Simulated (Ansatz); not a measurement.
A run of Ansatz 0.2.0:

The input input.yaml:

```yaml
crystal:
  lattice:
    - [0.0, 1.89785, 1.89785]
    - [1.89785, 0.0, 1.89785]
    - [1.89785, 1.89785, 0.0]
  atoms:
    - { symbol: Rh, position: [0.0, 0.0, 0.0] }
hamiltonian:
  xc: pbesol
  pseudopotentials: { kind: paw }
kpoints:
  mp_grid: { grid: [9, 9, 9] }
scf:
  occupations: { method: fermi_dirac, width: 0.05 }
output:
  forces: true
  stress: true
elastic:
  mode: relaxed_ion
  stencil: two_point
```

Potentials or basis: Ansatz PAW.

The run is started by

```bash
$ ansatz run input.yaml --threads 2 --pin off --max-ram 5632MiB --backend cpu --events-out ev --progress --plain --runs-dir out
```

Hardware: 2 threads of Arm Neoverse V1, with other jobs on the host.

Q: Estimate the wall time of this run.

A: Run time: 3.4 s on 2 threads of Arm Neoverse V1, on a shared host, peak memory 0.29 GiB. Counts: scf iterations 32, plane waves 283, k points 35, bands 13.
